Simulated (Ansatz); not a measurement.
TiC: relaxed-ion elastic tensor

Computed with DFT PBE, scalar-relativistic, plane waves, PAW (Ansatz). Cutoff 420 eV, 12×12×4 k-points (Γ-centred), Fermi-Dirac smearing of 0.15 eV. No spin polarisation.

Equilibrium structure at this level:
```xyz
8
Lattice="3.0994 0.0000 0.0000 -1.5497 2.6841 0.0000 0.0000 0.0000 9.8002" Properties=species:S:1:pos:R:3 pbc="T T T"
Ti    1.5497    0.8947    7.3502
Ti    0.0000    0.0000    0.0000
Ti    0.0000    1.7894    2.4501
Ti    0.0000    0.0000    4.9001
C     0.0000    1.7894    8.5808
C     1.5497    0.8947    1.2194
C     1.5497    0.8947    3.6807
C     0.0000    1.7894    6.1195
```

The structure comes from a generated guess, relaxed at this level; another structure or a mixture of phases may lie lower. In a metal, frequencies and elastic constants depend on the k mesh and the smearing, soft modes and shear constants most.

(1) Give the relaxed-ion elastic constants (GPa, Voigt order xx yy zz yz xz xy, on the Cartesian axes of the cell above).

(2) Is the crystal stable against homogeneous strain?

(3) And the moduli of a polycrystal (Hill averages)?

## Answers

(1)
C11 = 467.4, C12 = 117.4, C13 = 164.9, C22 = 467.4, C23 = 164.9, C33 = 388.8, C44 = 189.5, C55 = 189.5, C66 = 175.0 GPa; the others vanish.

(2) Yes: the least eigenvalue of the tensor is 175.0 GPa.

(3) B = 246 GPa, G = 166 GPa, E = 408 GPa, ν = 0.22.
